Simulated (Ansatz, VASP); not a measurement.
**One calculation of AlN, two programs**

```xyz
4
Lattice="3.1067 0.0000 0.0000 -1.5534 2.6905 0.0000 0.0000 0.0000 4.9783" Properties=species:S:1:pos:R:3 pbc="T T T"
Al    0.0000    1.7937    0.0008
Al    1.5534    0.8968    2.4900
N     0.0000    1.7937    1.9009
N     1.5534    0.8968    4.3900
```

Alike in both runs: functional r2SCAN; k mesh 8 × 8 × 5; no spin polarisation.

Ansatz relaxed the structure, and its values are those at the end. VASP's run is a single point on that final structure, the one shown.

```csv
,VASP,Ansatz
version,VASP 6.6.1,Ansatz 0.2.0
potentials or method,"VASP PAW PBE potentials, release 64 (Al, N)","scalar-relativistic, plane waves, PAW"
plane-wave cutoff (eV),520,500
occupations,"gaussian, width 0.01 eV",fixed
valence electrons in the cell,16,16
```

|  | VASP | Ansatz | Ansatz less VASP |
| --- | --- | --- | --- |
| gap on the k mesh at the Fermi level (eV) | 4.92 | 4.88 | -0.041 |
| least direct gap on the mesh (eV) | 4.92 | 4.88 | -0.041 |
| pressure (GPa) | -0.4 | 0.0 | +0.39 |

Caveats: the PAW data sets were made with another functional, which shifts forces and pressure a little (VASP). r2SCAN opens gaps a little over a GGA but as a rule still falls short of measured ones.
